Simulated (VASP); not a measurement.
A run of VASP 6.6.1:

File INCAR:

```
SYSTEM = KF
PREC = Accurate ; ENCUT = 520
EDIFF = 1E-6 ; ISMEAR = 1
SIGMA = 0.1 ; LREAL = .False.
LASPH = .True. ; NELM = 100
ALGO = Fast ; ISIF = 2
LWAVE = .False. ; LCHARG = .True.
GGA = CA ; LELF = .True.
LVHAR = .True. ; NBANDS = 15
```

File KPOINTS:

```
Automatic mesh
0
Gamma
  7 7 7
  0 0 0
```

The input POSCAR:

```
KF
1.0
    0.0000000000      2.6718500000      2.6718500000
    2.6718500000      0.0000000000      2.6718500000
    2.6718500000      2.6718500000      0.0000000000
K F
1 1
Direct
    0.0244680000     -0.0251010000     -0.0070560000
    0.4977100000      0.5129550000      0.4807690000
```

Potentials or basis: VASP PAW LDA potentials, release 64 (K_sv, F).

The run is started by

```console
$ cat potpaw_LDA.64/K_sv/POTCAR potpaw_LDA.64/F/POTCAR > POTCAR
$ mpirun -np 1 vasp_std > vasp.out
```

Hardware: 1 thread of Intel(R) Xeon(R) Platinum 8559C (Emerald Rapids), on a shared host.

**Question.** How long does it take, and how much memory?

**Answer.** Wall time 56 s on 1 thread of Intel(R) Xeon(R) Platinum 8559C (Emerald Rapids) (shared host), peak memory 0.2 GiB. Counts: scf iterations 16, k points 172.
